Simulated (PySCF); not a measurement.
Molecule: `C1COCCN1`, C4H9NO.

Bonds (- single, = double, # triple, : aromatic): C1-C2 1.523 Å, C2-O3 1.405 Å, O3-C4 1.405 Å, C4-C5 1.523 Å, C5-N6 1.452 Å, N6-C1 1.452 Å. C1 carries H7, H8; C2 carries H9, H10; C4 carries H11, H12; C5 carries H13, H14; N6 carries H15.

Spin–spin couplings on one PBE0-D3(BJ)/def2-SVP geometry, PySCF 2.14.0 with density-fitted response routines, gas phase, non-relativistic, equivalent pairs averaged (spin–dipole term only in couplings to heteroatoms); isotopes ¹³C, ¹H, ¹⁵N, ¹⁷O; basis pcJ-1.

How do the couplings (Hz) change with the functional? Times are CPU seconds on 1 thread of an Arm Neoverse V1, shared host.

Answers


```
functional  functions  ¹J(C2,H9)  ¹J(C1,H7)  ¹J(N6,H15)  ¹J(C2,O3)  ¹J(C1,C2)  ²J(H7,H8)  ²J(H9,H10)  core-s
       LDA        252      109.5      106.1       -55.9       27.1       20.5      -10.1        -8.4      28
       PBE        252      131.2      127.6       -61.4       27.0       30.0      -14.1       -11.4      34
       KT2        252      138.5      134.5       -64.1       29.5       21.0      -19.3       -15.8      37
      PBE0        252      136.3      132.2       -64.2       22.6       35.4      -16.3       -13.3      39
     B97-2        252      130.3      126.0       -62.2       21.4       34.5      -14.4       -11.8      40
 CAM-B3LYP        252      141.8      137.2       -67.2       21.2       36.9      -16.1       -13.2      70
```
